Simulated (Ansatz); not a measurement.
Input and command of a calculation in Ansatz (plane waves; scalar-relativistic PAW potentials unless the input names others):

```yaml
crystal:
  lattice:
    - [4.204109965, 0.0, 0.0]
    - [-2.1020549825, 3.64086603, 0.0]
    - [0.0, 0.0, 25.2979242369]
  atoms:
    - { symbol: Sn, position: [0.6666666667, 0.3333333333, 0.2963005321] }
    - { symbol: Se, position: [0.0, 0.0, 0.3582466691] }
    - { symbol: Sn, position: [0.3333333333, 0.6666666667, 0.4323339073] }
    - { symbol: Se, position: [0.6666666667, 0.3333333333, 0.4999999993] }
    - { symbol: Sn, position: [0.0, 0.0, 0.5676660929] }
    - { symbol: Se, position: [0.3333333333, 0.6666666667, 0.6417533329] }
    - { symbol: Sn, position: [0.6666666667, 0.3333333333, 0.7036994664] }
  symmetry: { detect: false }
basis:
  ecutwfc: 420
  ecutrho_ratio: 6
kpoints:
  mp_grid: { grid: [9, 9, 1] }
hamiltonian:
  xc: pbesol
scf:
  occupations: { method: gaussian, width: 0.05 }
  mixing: { algorithm: msr1, beta: 0.3, ndim: 2 }
output:
  forces: true
  eigenvalues: true
efield:
  axis: 3
  dipole_correction: true
  ramp_width: 0.04
```

```bash
ansatz run input.yaml --threads 1 --pin off --max-ram 2560MiB --backend cpu --events-out ev --progress --plain --runs-dir out
```

Abridged log:
```
Basis set: ecut = 420 eV, 7447 PW (Γ), exchange–correlation on 72×72×432 points (8 copies of the dense FFT grid, shifted against one another)
Bands: 63, of which v1, the nominal top of the filled ones, is band 52 counted from 1 (51 counted from 0)
Symmetry: 1 space group operations
k-points: 41 of 81 (time reversal used)
SCF iter   1: F=—  HF=-40072.502648 eV  |F-HF|=—  |Δ(HF+E_count)|=         —  Δρ=2.21e-3  dr2=1.62e-1  ethr=1.77e-3  p= 0.000 e·Å  D=-8.24e-10 V/Å  ΔV_dip=0.00 eV  dr2_dipole=1.12e-7  V_vac-E_F(+/−)=3.78/3.78 eV  ⟨swp⟩=8.2  Hψ=10650  notcnv=0  defer=20
efield: sawtooth ramp at fractional position 0.9800 (placed from the atoms, in the widest stretch of the axis that holds none; the zero of the levels goes with the place), width 0.0400; the density the first Hamiltonian is built on has a dipole p =  0.000 e·Å; the dipole correction subtracts the counter field D = -8.24e-10 V/Å, which shifts the + side's vacuum level by +0.00 eV against the − side's; the planar-averaged density in the ramp window peaks in size at 7.4e-6 e/Å³
SCF iter   2: F=—  HF=-40072.490285 eV  |F-HF|=—  |Δ(HF+E_count)|=   1.24e-2  Δρ=1.62e-3  dr2=1.04e-1  ethr=1.55e-4  p= 0.000 e·Å  D=-7.12e-7 V/Å  ΔV_dip=0.00 eV  dr2_dipole=2.83e-9  V_vac-E_F(+/−)=3.76/3.76 eV  ⟨swp⟩=1.4  Hψ=3018  notcnv=0  defer=71
SCF iter   3: F=—  HF=-40072.483213 eV  |F-HF|=—  |Δ(HF+E_count)|=   7.07e-3  Δρ=9.37e-4  dr2=6.84e-3  ethr=9.97e-5  p=0.000 e·Å  D=4.02e-6 V/Å  ΔV_dip= 0.00 eV  dr2_dipole=4.21e-8  V_vac-E_F(+/−)=3.69/3.69 eV  ⟨swp⟩=3.0  Hψ=4247  notcnv=0  defer=71
SCF iter   4: F=—  HF=-40072.481574 eV  |F-HF|=—  |Δ(HF+E_count)|=   1.64e-3  Δρ=2.96e-4  dr2=1.60e-3  ethr=6.57e-6  p=0.000 e·Å  D=1.83e-6 V/Å  ΔV_dip= 0.00 eV  dr2_dipole=2.98e-8  V_vac-E_F(+/−)=3.67/3.67 eV  ⟨swp⟩=2.0  Hψ=4569  notcnv=0  defer=71
SCF iter   5: F=—  HF=-40072.481337 eV  |F-HF|=—  |Δ(HF+E_count)|=   2.37e-4  Δρ=9.94e-5  dr2=9.15e-4  ethr=1.54e-6  p=0.000 e·Å  D=7.11e-7 V/Å  ΔV_dip= 0.00 eV  dr2_dipole=1.00e-8  V_vac-E_F(+/−)=3.66/3.66 eV  ⟨swp⟩=2.4  Hψ=4607  notcnv=0  defer=71
SCF iter   6: F=—  HF=-40072.481302 eV  |F-HF|=—  |Δ(HF+E_count)|=   3.50e-5  Δρ=6.56e-5  dr2=3.14e-4  ethr=8.80e-7  p=0.000 e·Å  D=1.52e-7 V/Å  ΔV_dip= 0.00 eV  dr2_dipole=3.68e-9  V_vac-E_F(+/−)=3.65/3.65 eV  ⟨swp⟩=1.2  Hψ=2440  notcnv=0  defer=71
SCF iter   7: F=—  HF=-40072.481292 eV  |F-HF|=—  |Δ(HF+E_count)|=   9.87e-6  Δρ=6.19e-5  dr2=8.57e-5  ethr=3.02e-7  p= 0.000 e·Å  D=-1.93e-7 V/Å  ΔV_dip=0.00 eV  dr2_dipole=1.16e-10  V_vac-E_F(+/−)=3.64/3.64 eV  ⟨swp⟩=2.7  Hψ=4572  notcnv=0  defer=71
SCF iter   8: F=—  HF=-40072.481127 eV  |F-HF|=—  |Δ(HF+E_count)|=   1.66e-4  Δρ=2.16e-5  dr2=2.06e-5  ethr=8.24e-8  p= 0.000 e·Å  D=-9.77e-8 V/Å  ΔV_dip=0.00 eV  dr2_dipole=1.90e-10  V_vac-E_F(+/−)=3.64/3.64 eV  ⟨swp⟩=2.0  Hψ=4217  notcnv=0  defer=146
SCF iter   9: F=—  HF=-40072.481125 eV  |F-HF|=—  |Δ(HF+E_count)|=   1.66e-6  Δρ=9.98e-6  dr2=1.19e-5  ethr=1.98e-8  p= 0.000 e·Å  D=-1.20e-7 V/Å  ΔV_dip=0.00 eV  dr2_dipole=3.15e-11  V_vac-E_F(+/−)=3.64/3.64 eV  ⟨swp⟩=2.4  Hψ=4581  notcnv=0  defer=146
SCF iter  10: F=—  HF=-40072.481124 eV  |F-HF|=—  |Δ(HF+E_count)|=   5.49e-7  Δρ=6.31e-6  dr2=3.51e-6  ethr=1.14e-8  p= 0.000 e·Å  D=-8.02e-8 V/Å  ΔV_dip=0.00 eV  dr2_dipole=1.64e-11  V_vac-E_F(+/−)=3.64/3.64 eV  ⟨swp⟩=1.2  Hψ=2440  notcnv=0  defer=146
SCF iter  11: F=—  HF=-40072.481124 eV  |F-HF|=—  |Δ(HF+E_count)|=   2.15e-7  Δρ=3.67e-6  dr2=5.25e-7  ethr=3.38e-9  p= 0.000 e·Å  D=-5.25e-8 V/Å  ΔV_dip=0.00 eV  dr2_dipole=1.45e-13  V_vac-E_F(+/−)=3.63/3.63 eV  ⟨swp⟩=1.8  Hψ=2478  notcnv=0  defer=146
SCF iter  12: F=-40072.481124 eV  HF=-40072.481124 eV  |F-HF|=3.47e-8  |Δ(HF+E_count)|=   5.14e-8  Δρ=1.23e-6  dr2=4.25e-8  ethr=9.62e-11  p= 0.000 e·Å  D=-2.51e-8 V/Å  ΔV_dip=0.00 eV  dr2_dipole=5.00e-16  V_vac-E_F(+/−)=3.63/3.63 eV  ⟨swp⟩=10.4  Hψ=12121  notcnv=0
SCF 1 converged in 12 iterations: F = -40072.481124 eV  dr2 = 4.25e-8
SCF converged after 12 iterations
Free energy (F): -40072.481124 eV
Harris-Foulkes:  -40072.481124 eV  (|F-HF|=3.47e-8)
Internal energy: -40072.473241 eV  (E = F + TS)
E sigma→0 (E₀):  -40072.477183 eV
Entropy (-TS):   -0.007883 eV (-1.126 meV/atom)
Fermi energy:    3.045214 eV
Dipole field:    D =  0.000000 V/Å  (p =  0.000000 e·Å, saw-weighted, corrected)
Work function:   Φ+ = 3.6329 eV   Φ− = 3.6329 eV
Levels:          The Fermi level and band energies are counted from a zero that moves with the ramp; work functions are not
--- Forces (eV/Å), atoms counted from 1 ---
  atom   1  Sn     0.00000003    -0.00000001    -0.00883311
  atom   2  Se     0.00000002     0.00000003     0.00739719
  atom   3  Sn    -0.00000007    -0.00000022    -0.01842072
  atom   4  Se     0.00000003     0.00000000     0.00000021
  atom   5  Sn    -0.00000004     0.00000010     0.01842035
  atom   6  Se     0.00000001    -0.00000001    -0.00739737
  atom   7  Sn    -0.00000005     0.00000004     0.00883322
```

Apart from outputs, empty bands and the relaxation, which only the reference makes, the input differs from a reference run on usual settings in scf.mixing.algorithm: not typed → "msr1"; scf.mixing.beta: not typed → 0.3; scf.mixing.ndim: not typed → 2; basis.ecutrho_ratio: not typed → 6; crystal.symmetry: not typed → {"detect": false}. The reference, at the same geometry, ended its own course with largest force 0.018 eV/Å, no gap on the mesh. This run converged in 12 SCF iterations with an energy at zero smearing within 0.01 meV/atom of the reference's, largest force 0.018 eV/Å, no gap on the mesh.

It took 2.4 min on 1 thread of Arm Neoverse V1, on a shared host, peak memory 1 GiB.